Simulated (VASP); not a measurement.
Wanted: the native input for a VASP 6.6.1 run.

```yaml
Task: Berry-phase polarisation
Functional: AM05
Potentials_or_basis: VASP PAW PBE potentials, release 64 (Pb_d, Te)
Cutoff: 520 eV
k_mesh: 7 × 7 × 7
Occupations: fermi-dirac, width 0.02 eV
Spin: no spin polarisation
Further_INCAR_settings: ALGO = Normal; EDIFF = 1e-06
```

The structure of TePb lies in POSCAR:

```
TePb
4.5693
    0.000000000000      0.707110498326      0.707110498326
    0.707110498326      0.000000000000      0.707110498326
    0.707110498326      0.707110498326      0.000000000000
Pb Te
1 1
Direct
    0.0015930000     -0.0043950000      0.0015290000
    0.4972990000      0.4941170000      0.4991240000
```

The cell isn't the ideal one: atoms moved at random, drawn with an rms of 0.02 Å.

These files were run (other wordings do the same):

INCAR

```
SYSTEM = TePb
  ALGO = Normal
  EDIFF = 1E-6
  ENCUT = 520
  GGA = AM
  ISIF = 2
  ISMEAR = -1
  LASPH = .True.
  LCALCPOL = .True.
  LCHARG = .False.
  LREAL = .False.
  LWAVE = .False.
  NELM = 60
  PREC = Accurate
  SIGMA = 0.02
```

KPOINTS

```
k-points
0
Gamma
  7 7 7
  0 0 0
```

Potentials or basis: VASP PAW PBE potentials, release 64 (Pb_d, Te).

The run is started by

```sh
$ cat potpaw_PBE.64/Pb_d/POTCAR potpaw_PBE.64/Te/POTCAR > POTCAR
$ mpirun -np 1 vasp_std > vasp.out
```

It took 3 min on 1 thread of Intel(R) Xeon(R) Platinum 8488C (Sapphire Rapids) (shared host), peak memory 0.36 GiB.
